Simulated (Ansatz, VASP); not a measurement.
# Two plane-wave programs on CuO

Contents of INCAR:

```
SYSTEM = CuO
  ALGO = Normal
  EDIFF = 1E-6
  ENCUT = 520
  GGA = PE
  ISIF = 2
  ISMEAR = -1
  LASPH = .True.
  LCHARG = .False.
  LREAL = .False.
  LWAVE = .False.
  NBANDS = 25
  NELM = 60
  PREC = Accurate
  SIGMA = 0.05
```

File KPOINTS:

```
k-points
0
Gamma
  8 8 6
  0 0 0
```

File POSCAR:

```
CuO
1.0
    3.4447142197      0.0000000000      0.0000000000
    0.0000000000      3.4447142197      0.0000000000
    0.0000000000      0.0000000000      4.2886772790
Cu O
2 2
Direct
    0.0000000000      0.5000000000      0.0000000000
    0.5000000000      0.0000000000      0.5000000000
    0.0000000000      0.0000000000      0.2500000000
    0.0000000000      0.0000000000      0.7500000000
```

The input input.yaml:

```yaml
crystal:
  lattice:
    - [3.4447142197, 0.0, 0.0]
    - [0.0, 3.4447142197, 0.0]
    - [0.0, 0.0, 4.288677279]
  atoms:
    - { symbol: Cu, position: [0.0, 0.5, 0.0] }
    - { symbol: Cu, position: [0.5, 0.0, 0.5] }
    - { symbol: O, position: [0.0, 0.0, 0.25] }
    - { symbol: O, position: [0.0, 0.0, 0.75] }
hamiltonian:
  xc: pbe
  pseudopotentials: { kind: paw }
kpoints:
  mp_grid: { grid: [8, 8, 6] }
scf:
  occupations: { method: fermi_dirac, width: 0.05 }
output:
  forces: true
  stress: true
  eigenvalues: true
```

Measurements of this composition are mostly on another form, of space group No. 15.

Alike in both runs: task single point; functional PBE; k mesh 8 × 8 × 6; occupations fermi-dirac, width 0.05 eV; no spin polarisation.

```csv
,VASP,Ansatz
version,VASP 6.6.1,Ansatz 0.2.0
potentials or method,"VASP PAW PBE potentials, release 64 (Cu, O)",Ansatz PAW
plane-wave cutoff (eV),520,420
valence electrons in the cell,34,50
```

Ansatz gave:

| Quantity | Value |
| --- | --- |
| gap on the k mesh at the Fermi level (eV) | none |
| pressure (GPa) | -4.9 |
| largest component of the traceless stress (GPa) | 23.01 |

Task: Which values does VASP return?

Result: gap on the k mesh at the Fermi level (eV): none; pressure (GPa): -4.4; largest component of the traceless stress (GPa): 22.53.

A gap of «none» marks a metal or a gap that the smearing closes. The two sets of potentials don't hold the same shells in valence.

Caveats: the run has no spin polarisation, though such a crystal can be magnetic; semilocal functionals often make such compounds metallic where correlation or magnetic order opens a gap, which also shifts bond lengths; the pressure holds a Pulay correction of +0.6 GPa for the finite cutoff (Ansatz).
